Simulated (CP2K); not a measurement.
# ZnS (Wurtzite-2H) (P6_3mc) in CP2K: reference runs, part 2 of 2

CP2K 2026.2.

## (3) Single point, PBE (atoms moved at random, drawn with an rms of 0.05 Å)

Input file zns_scf.inp:

```
&GLOBAL
  PROJECT zns_scf
  RUN_TYPE ENERGY_FORCE
  PRINT_LEVEL LOW
&END GLOBAL
&FORCE_EVAL
  METHOD QS
  STRESS_TENSOR ANALYTICAL
  &DFT
    BASIS_SET_FILE_NAME BASIS_MOLOPT_UZH
    POTENTIAL_FILE_NAME POTENTIAL_UZH
    &MGRID
      CUTOFF 450
      REL_CUTOFF 60
      NGRIDS 5
    &END MGRID
    &QS
      METHOD GPW
      EPS_DEFAULT 1.0E-10
    &END QS
    &KPOINTS
      SCHEME MONKHORST-PACK 8 8 5
      GAMMA_CENTERED T
      SYMMETRY T
      SYMMETRY_BACKEND SPGLIB
    &END KPOINTS
    &SCF
      SCF_GUESS ATOMIC
      EPS_SCF 1.0E-6
      MAX_SCF 100
      ADDED_MOS 14
      CHOLESKY OFF
      EPS_EIGVAL 1.0E-7
      &DIAGONALIZATION ON
        ALGORITHM STANDARD
      &END DIAGONALIZATION
      &MIXING ON
        METHOD BROYDEN_MIXING
        ALPHA 0.4
        BETA 1.5
        NBUFFER 8
      &END MIXING
      &SMEAR ON
        METHOD FERMI_DIRAC
        ELECTRONIC_TEMPERATURE [K] 580.226
      &END SMEAR
    &END SCF
    &XC
      &XC_FUNCTIONAL
        &GGA_X_PBE
        &END GGA_X_PBE
        &GGA_C_PBE
        &END GGA_C_PBE
      &END XC_FUNCTIONAL
    &END XC
    &PRINT
      &KPOINTS ON
      &END KPOINTS
      &MULLIKEN ON
      &END MULLIKEN
      &MO ON
        ENERGIES T
        OCCUPATION_NUMBERS T
        &EACH
          QS_SCF 0
        &END EACH
        ADD_LAST NUMERIC
      &END MO
      &LOWDIN ON
      &END LOWDIN
      &HIRSHFELD ON
        SHAPE_FUNCTION DENSITY
      &END HIRSHFELD
    &END PRINT
  &END DFT
  &SUBSYS
    &CELL
      ABC 3.8110000000 3.8110000000 6.2340000000
      ALPHA_BETA_GAMMA 90.0000000000 90.0000000000 120.0000000002
      PERIODIC XYZ
    &END CELL
    &COORD
      SCALED
      Zn  0.6663970000 0.3315460000 0.5002410000
      Zn  0.3325680000 0.6880830000 0.0055960000
      S   0.6813350000 0.3426400000 0.8798910000
      S   0.3236270000 0.6665860000 0.3899440000
    &END COORD
    &KIND Zn
      BASIS_SET TZVP-MOLOPT-PBE-GTH-q12
      POTENTIAL GTH-PBE-q12
    &END KIND
    &KIND S
      BASIS_SET TZVP-MOLOPT-PBE-GTH-q6
      POTENTIAL GTH-PBE-q6
    &END KIND
    &PRINT
      &ATOMIC_COORDINATES ON
      &END ATOMIC_COORDINATES
      &CELL ON
      &END CELL
      &SYMMETRY ON
      &END SYMMETRY
    &END PRINT
  &END SUBSYS
  &PRINT
    &FORCES ON
    &END FORCES
    &STRESS_TENSOR ON
    &END STRESS_TENSOR
  &END PRINT
&END FORCE_EVAL
```

Potentials or basis: POTENTIAL_UZH Zn GTH-PBE-q12, S GTH-PBE-q6; TZVP-MOLOPT-PBE-GTH basis.

Run with:

```
$ OMP_NUM_THREADS=1 cp2k.psmp -i zns_scf.inp -o zns_scf.out
```

zns_scf.out:

```text

 CP2K| version string:                                       CP2K version 2026.2
 CP2K| Input file name                                               zns_scf.inp

 GLOBAL| Force Environment number                                              1
 GLOBAL| Basis set file name                                    BASIS_MOLOPT_UZH
 GLOBAL| Potential file name                                       POTENTIAL_UZH
 GLOBAL| MM Potential file name                                     MM_POTENTIAL
 GLOBAL| Coordinate file name                                      __STD_INPUT__
 GLOBAL| Method name                                                        CP2K
 GLOBAL| Project name                                                    zns_scf
 GLOBAL| Run type                                                   ENERGY_FORCE
 GLOBAL| FFT library                                                       FFTW3
[... 8 lines left out ...]
 GLOBAL| CPU model name                                                  UNKNOWN

 CELL| Volume [angstrom^3]:                                            78.410699
 CELL| Vector a [angstrom]:       3.811     0.000     0.000   |a| =     3.811000
 CELL| Vector b [angstrom]:      -1.906     3.300     0.000   |b| =     3.811000
 CELL| Vector c [angstrom]:       0.000     0.000     6.234   |c| =     6.234000
 CELL| Angle (b,c), alpha [degree]:                                    90.000000
 CELL| Angle (a,c), beta  [degree]:                                    90.000000
 CELL| Angle (a,b), gamma [degree]:                                   120.000000
 CELL| Numerically orthorhombic:                                              NO
 CELL| Periodicity                                                           XYZ

 CELL_REF| Volume [angstrom^3]:                                        78.410699
 CELL_REF| Vector a [angstrom     3.811     0.000     0.000   |a| =     3.811000
 CELL_REF| Vector b [angstrom    -1.906     3.300     0.000   |b| =     3.811000
 CELL_REF| Vector c [angstrom     0.000     0.000     6.234   |c| =     6.234000
 CELL_REF| Angle (b,c), alpha [degree]:                                90.000000
 CELL_REF| Angle (a,c), beta  [degree]:                                90.000000
 CELL_REF| Angle (a,b), gamma [degree]:                               120.000000
 CELL_REF| Numerically orthorhombic:                                          NO
 CELL_REF| Periodicity                                                       XYZ
[... 9 lines left out ...]
 TOTAL NUMBERS AND MAXIMUM NUMBERS

  Total number of            - Atomic kinds:                                   2
                             - Atoms:                                          4
                             - Shell sets:                                     4
                             - Shells:                                        34
                             - Primitive Cartesian functions:                 20
                             - Cartesian basis functions:                    116
                             - Spherical basis functions:                    102

  Maximum angular momentum of- Orbital basis functions:                        3
                             - Local part of the GTH pseudopotential:          0
                             - Non-local part of the GTH pseudopotential:      4

 MODULE QUICKSTEP: ATOMIC COORDINATES IN ANGSTROM

   Atom Kind Element         X             Y             Z       Z(eff)     Mass
      1    1 Zn   30      1.907878      1.094242      3.118502  12.0000  65.3800
      2    1 Zn   30     -0.043726      2.270965      0.034885  12.0000  65.3800
      3    2 S    16      1.943667      1.130857      5.485240   6.0000  32.0650
      4    2 S    16     -0.036837      2.200016      2.430911   6.0000  32.0650

 Crystal Symmetry Information
       International Symbol:                                                  P1
       Point Group Symbol:                                                     1
       Schoenflies Symbol:                                                  C1^1
[... 103 lines left out ...]
     9 Broy./Diag. 0.40E+00    6.6     0.00032401      -141.6767267264 -6.58E-03
    10 Broy./Diag. 0.40E+00    6.6     0.00014973      -141.6786310497 -1.90E-03
    11 Broy./Diag. 0.40E+00    6.6     0.00020141      -141.6780553313  5.76E-04
    12 Broy./Diag. 0.40E+00    6.6     0.00006555      -141.6777754268  2.80E-04
    13 Broy./Diag. 0.40E+00    6.7     0.00003958      -141.6776446729  1.31E-04
    14 Broy./Diag. 0.40E+00    6.6     0.00002952      -141.6775853026  5.94E-05
    15 Broy./Diag. 0.40E+00    6.6     0.00000938      -141.6775797551  5.55E-06
    16 Broy./Diag. 0.40E+00    6.7     0.00000280      -141.6775853332 -5.58E-06
    17 Broy./Diag. 0.40E+00    6.7     0.00000513      -141.6775727671  1.26E-05
    18 Broy./Diag. 0.40E+00    6.7     0.00000075      -141.6775655031  7.26E-06

  *** SCF run converged in    18 steps ***

  Electronic density on regular grids:        -35.9999999554        0.0000000446
  Core density on regular grids:               35.9999999963       -0.0000000037
  Total charge density on r-space grids:        0.0000000409
  Total charge density g-space grids:           0.0000000409

  Overlap energy of the core charge distribution:               0.00000000438967
  Self energy of the core charge distribution:               -207.90703237349445
  Core Hamiltonian energy:                                     61.90483513864318
  Hartree energy:                                              26.93164892582889
  Exchange-correlation energy:                                -22.60701719845305
  Electronic entropic energy:                                  -0.00000000000077
  Fermi energy:                                                 0.16023284119282

  Total energy:                                              -141.67756550308653
  Total energy (extrapolated to T->0):                       -141.67756550308613

 MO| EIGENVALUES AND OCCUPATION NUMBERS FOR K POINT 1
 MO|
 MO|  Index      Eigenvalue [a.u.]        Eigenvalue [eV]             Occupation
 MO|      1              -0.324496              -8.829995               2.000000
 MO|      2              -0.318775              -8.674301               2.000000
 MO|      3              -0.111595              -3.036650               2.000000
 MO|      4              -0.110224              -2.999339               2.000000
 MO|      5              -0.109144              -2.969952               2.000000
 MO|      6              -0.106893              -2.908719               2.000000
[... 531 lines left out ...]
 MO|     31               0.652989              17.768746               0.000000
 MO|     32               0.668231              18.183499               0.000000
 MO| Sum:                                                              36.000000
 MO| E(Fermi):            0.160233 a.u.          4.360157 eV
 MO| Band gap:            0.201132 a.u.          5.473072 eV

 [... the levels of further k-points ...]

 !-----------------------------------------------------------------------------!
                     Mulliken Population Analysis

 #  Atom  Element  Kind  Atomic population                           Net charge
       1     Zn       1         11.602850                              0.397150
       2     Zn       1         11.609267                              0.390733
       3     S        2          6.396904                             -0.396904
       4     S        2          6.390979                             -0.390979
 # Total charge                             36.000000                  0.000000

 !-----------------------------------------------------------------------------!

 !-----------------------------------------------------------------------------!
                           Hirshfeld Charges

  #Atom  Element  Kind  Ref Charge     Population                    Net charge
      1       Zn     1      12.000         11.760                         0.240
      2       Zn     1      12.000         11.761                         0.239
      3       S      2       6.000          6.244                        -0.244
      4       S      2       6.000          6.235                        -0.235

  Total Charge                                                           -0.000
 !-----------------------------------------------------------------------------!

 LOWDIN POPULATION ANALYSIS

 #  Atom  Element  Kind  Atomic population                           Net charge
       1     Zn       1         13.375237                             -1.375237
       2     Zn       1         13.310633                             -1.310633
       3     S        2          4.667438                              1.332562
       4     S        2          4.646693                              1.353307
 # Total charge                             36.000000                  0.000000

 ENERGY| Total FORCE_EVAL ( QS ) energy [hartree]           -141.677569165686180

 FORCES| Atomic forces [hartree/bohr]
 FORCES|   Atom     x               y               z               |f|
 FORCES|      1 -5.18285422E-03  5.54551472E-04  7.88589262E-03   9.45287298E-03
 FORCES|      2  8.97110845E-03 -4.61332235E-03  3.75162255E-03   1.07628157E-02
 FORCES|      3 -9.45499885E-03  3.13825288E-03  1.11308985E-03   1.00242009E-02
 FORCES|      4  6.18772565E-03  4.16108302E-04 -1.16947073E-02   1.32373439E-02
 FORCES| Sum     5.20981032E-04 -5.04409693E-04  1.05589773E-03
 FORCES| Total atomic force                                       1.28092560E-03

 STRESS| Analytical stress tensor [bar]
 STRESS|                        x                   y                   z
 STRESS|      x        3.12247572800E+04   1.53000282368E+04   2.07846974128E+03
 STRESS|      y        1.53000282368E+04   3.77215554009E+04  -1.86851051023E+03
 STRESS|      z        2.07846974128E+03  -1.86851051023E+03   1.88001976206E+04
 STRESS| 1/3 Trace                                             2.92488367671E+04
 STRESS| Determinant                                           1.73519766439E+13

 STRESS| Eigenvectors and eigenvalues of the analytical stress tensor [bar]
 STRESS|                        1                   2                   3
 STRESS| Eigenvalues   1.60246104484E+04   2.16070117967E+04   5.01148880563E+04
 STRESS|      x          -0.545986924799      0.553310578020      0.629083207692
 STRESS|      y           0.446085204350     -0.443593379352      0.777324195079
 STRESS|      z           0.709158845681      0.705033558100     -0.004627477212
```

It took 2.3 min on 1 thread of Arm Neoverse V1, shared host; peak memory 0.58 GiB.

What came out:

```yaml
Free_energy: -3855.2427 eV
Pressure: 2.9 GPa
Largest_force: 0.681 eV/Å
Band_gap_on_the_k_mesh: 2.15 eV, direct
Mulliken_charges: Zn +0.40, +0.39; S -0.40, -0.39 e
Hirshfeld_charges: Zn +0.24; S -0.24, -0.23 e
```

Forces in eV/Å, atoms in the order of the input:
```
Zn  -0.267  0.029  0.406
Zn   0.461 -0.237  0.193
S   -0.486  0.161  0.057
S    0.318  0.021 -0.601
```

Stress tensor (GPa, compression positive):
```
 3.12  1.53  0.21
 1.53  3.77 -0.19
 0.21 -0.19  1.88
```

Levels at points of the mesh, in eV from the valence-band top:
```
           k point  band 14  band 15  band 16  band 17  band 18  band 19  band 20  band 21  band 22  band 23
(0.00, 0.00, 0.00)    -1.04    -0.81    -0.11    -0.07     0.00     2.15     2.98     6.21     6.36     6.59
(0.00, 0.50, 0.00)    -4.24    -3.23    -2.30    -1.66    -0.98     3.66     4.20     5.08     7.18     7.46
(0.50, 0.00, 0.00)    -4.36    -3.17    -2.30    -1.77    -0.99     3.65     4.31     5.37     7.15     7.27
(0.50, 0.50, 0.00)    -4.10    -3.34    -2.33    -1.50    -1.01     3.52     4.11     5.04     7.12     7.57
```

Caveat: Mulliken charges move with the basis; the basis of atomic orbitals isn't converged, which shifts pressures, moduli and gaps.

## (4) How close it comes

Step 2. Measured gap of ZnS: 3.911 eV (direct; 4 K; a printed reference work, monograph). This calculation gives 2.21 eV (-1.70 eV). The value is that of PBE in an atomic basis (POTENTIAL_UZH Zn GTH-PBE-q12, S GTH-PBE-q6; TZVP-MOLOPT-PBE-GTH basis), whose error adds to the functional's,, without temperature or zero-point motion. Semilocal functionals fall short of measured gaps as a rule.
